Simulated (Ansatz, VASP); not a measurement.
## One calculation of TiS2, two programs

Contents of INCAR:

```
  PREC = Accurate
  ENCUT = 520
  EDIFF = 1E-6
  ISMEAR = -1
  SIGMA = 0.02
  LREAL = False
  LASPH = True
  NELM = 100
  ALGO = Normal
  ISIF = 2
  LWAVE = False
  LCHARG = False
  GGA = PE
  NBANDS = 19
```

Contents of KPOINTS:

```
regular mesh
0
Gamma
  6 6 4
```

Contents of POSCAR:

```
TiS2
1.0
    3.4106015668      0.0000000000      0.0000000000
   -1.7053007834      2.9536675990      0.0000000000
    0.0000000000      0.0000000000      5.7387203108
Ti S
1 2
Direct
    0.0000000000      0.0000000000      0.0000000000
    0.3333333333      0.6666666667      0.2449123130
    0.6666666667      0.3333333333      0.7550876870
```

Input for Ansatz:

```yaml
crystal:
  lattice:
    - [3.4106015668, 0.0, 0.0]
    - [-1.7053007834, 2.953667599, 0.0]
    - [0.0, 0.0, 5.7387203108]
  atoms:
    - { symbol: Ti, position: [0.0, 0.0, 0.0] }
    - { symbol: S, position: [0.3333333333, 0.6666666667, 0.244912313] }
    - { symbol: S, position: [0.6666666667, 0.3333333333, 0.755087687] }
kpoints:
  mp_grid: { grid: [6, 6, 4] }
hamiltonian:
  xc: pbe
scf:
  occupations: { method: fermi_dirac, width: 0.02 }
  n_extra_bands: 4
output:
  forces: true
  stress: true
  eigenvalues: true
  write_density: true
  write_potential: true
  elf: true
  volumetric_format: npy
```

The cell was built by a generator and needn't be a form met in nature.

Alike in both runs: task single point; functional PBE; k mesh 6 × 6 × 4; occupations fermi-dirac, width 0.02 eV; no spin polarisation.

|  | VASP | Ansatz |
| --- | --- | --- |
| version | VASP 6.6.1 | Ansatz 0.2.0 |
| potentials or method | VASP PAW PBE potentials, release 64 (Ti_sv, S) | plane waves, PAW |
| plane-wave cutoff (eV) | 520 | 420 |
| valence electrons in the cell | 24 | 24 |

Ansatz gave:

| Item | Value |
| --- | --- |
| pressure (GPa) | 1.6 |
| largest component of the traceless stress (GPa) | 0.99 |
| rms of the force components (eV/Å) | 0.057 |

Q: Estimate VASP's values.

A: Pressure (GPa): 1.6; largest component of the traceless stress (GPa): 1.05; rms of the force components (eV/Å): 0.060.

Atom by atom the forces differ by 0.003 eV/Å (rms over components).

Caveats: this functional lacks dispersion, which binds the layers, so the pressure and a relaxed spacing across them are unreliable.
